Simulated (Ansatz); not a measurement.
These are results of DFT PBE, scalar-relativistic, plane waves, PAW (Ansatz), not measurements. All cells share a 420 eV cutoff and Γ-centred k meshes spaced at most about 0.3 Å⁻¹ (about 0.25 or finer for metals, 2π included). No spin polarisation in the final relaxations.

Temperature and zero-point effects are left out.

Two relaxed structures of Si₂C:

1.

```yaml
crystal:
  lattice:
    - [4.03722, 0.00000, 0.00000]
    - [-2.01861, 3.49633, 0.00000]
    - [0.00000, 0.00000, 7.18622]
  atoms:
    - { symbol: Si, position: [0.33333, 0.66667, 0.73512] }
    - { symbol: Si, position: [0.33333, 0.66667, 0.26488] }
    - { symbol: Si, position: [0.66667, 0.33333, 0.73512] }
    - { symbol: Si, position: [0.66667, 0.33333, 0.26488] }
    - { symbol: C, position: [0.33333, 0.66667, 0.00000] }
    - { symbol: C, position: [0.66667, 0.33333, 0.00000] }
```

2.

```yaml
crystal:
  lattice:
    - [2.62280, 0.00000, 0.00000]
    - [-1.31140, 2.27141, 0.00000]
    - [0.00000, 0.00000, 6.19583]
  atoms:
    - { symbol: Si, position: [0.00000, 0.00000, 0.29691] }
    - { symbol: Si, position: [0.00000, 0.00000, 0.70309] }
    - { symbol: C, position: [0.00000, 0.00000, 0.00000] }
```

**Question.** Which is lower in energy, and by how much?

**Answer.** Cell 1 is lower, by 13 meV/atom. Cell 1 has space group P6/mmm (No. 191), 16.9 Å³/atom and no gap on its mesh; cell 2 has space group P6/mmm (No. 191), 12.3 Å³/atom and no gap. Counting C atoms around Si (those within 1.25 times the shortest such distance or 1.15 times the sum of covalent radii), cell 1 and cell 2 both have Si 1. Cell 1 and cell 2 both hold Si–Si nets. Even the lower one lies +1.18 eV/atom against the reference forms of the elements (uncorrected), so neither is stable at this level. Both come from invented guesses. A third cell relaxed alike, in P-3m1, lies 0.93 eV/atom below the lower of the two.

The k mesh leaves some 4 meV/atom of noise in the energy of each metallic cell. No dispersion correction is applied, so the spacing and binding between layers, chains or molecules are poorly described (P6/mmm at 16.9 Å³/atom), and this can change margins and order among such cells. Cells relaxed within their symmetry can be saddle points.

The two cells are close to degenerate despite very different packing, so the small margin does not establish a preference for either Si net. In both, carbon sits in a linear Si–C–Si bridge, far from the tetrahedral surroundings it has in SiC. Silicon forms flat honeycomb sheets in cell 1 and denser triangular layers in cell 2, where more neighbours share the electrons in longer, weaker contacts. These probably offset each other: the honeycomb has fewer but stronger Si–Si bonds. Neither net lets carbon use its four valences in directional σ bonds, which is the likely main reason for the high energies and fits the missing gaps. The flat nets and straight bridges are fixed by the symmetry, so they say nothing about a preference for planar silicon or linear carbon.

The P-3m1 cell shows that much better arrangements exist at this composition, yet it too remains above the elements. Since SiC is a stable compound, the more demanding test for any Si₂C phase would be decomposition into SiC and silicon.
